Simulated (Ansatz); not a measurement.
BaTe: an elastic constant from a strain scan

Method: DFT LDA, scalar-relativistic, plane waves, PAW (Ansatz 0.2.0). The runs took a 420 eV cutoff, a Γ-centred 8×8×8 mesh and Gaussian smearing (0.05 eV). Spin–orbit coupling is left out, which matters for the heavy elements here. No spin polarisation. Energies are free energies at this smearing, counted from the undisturbed cell; pressure is positive in compression.

The undisturbed cell (relaxed at this level; this CsCl-type form isn't the usual structure):

```
Ba Te
1.0
     4.11668    0.00000    0.00000
     0.00000    4.11668    0.00000
     0.00000    0.00000    4.11668
Ba Te
1 1
Direct
  0.00000 0.00000 0.00000
  0.50000 0.50000 0.50000
```

The cell is strained by ε times the Voigt pattern (0, 0, 1, 0, 0, 0) (xx, yy, zz, yz, xz, xy; engineering shear) with fractional coordinates fixed. The cell holds 2 atoms in V0 = 69.77 Å³. The stress column is τ = (1/V0) dE/dε, got from the stress tensor σ (compression positive) at each point as −det(1 + εP) σ : P(1 + εP)⁻¹, with P the pattern as a tensor.

```
      ε  ΔE (meV/atom)  τ (GPa)
-0.1000        109.662  -10.347
-0.0750         60.903   -7.739
-0.0500         26.200   -4.997
-0.0250          6.220   -2.366
 0.0000          0.000    0.038
 0.0250          6.217    2.211
 0.0500         23.695    4.179
 0.0750         51.378    5.964
 0.0875         68.748    6.794
 0.1000              ?        ?
```

Q: Which combination of elastic constants does this scan measure, and how large is it?

A: For small ε, τ = τ0 + Kε with K = pᵀCp, which for this pattern is C11 in the cubic axes. The parabola through τ at ε = -0.0250, 0 and 0.0250 has slope K = 92 GPa at zero. The energies per cell, E = NΔE, of the same two points give K = 2[E(ε₊)/ε₊ − E(ε₋)/ε₋]/[(ε₊ − ε₋)V0] = 91 GPa, in agreement.

Q: Predict the withheld row at ε = 0.1000 from the harmonic law, and compare.

A: ΔE = V0(τ0 ε + Kε²/2)/N = 100.476 meV/atom and τ = 9.19 GPa. The calculation gives 88.321 meV/atom and 7.58 GPa: the energy lies 12 % below the harmonic value, as bonds soften when stretched.

The gap closes along the scan, which can put kinks into the curve.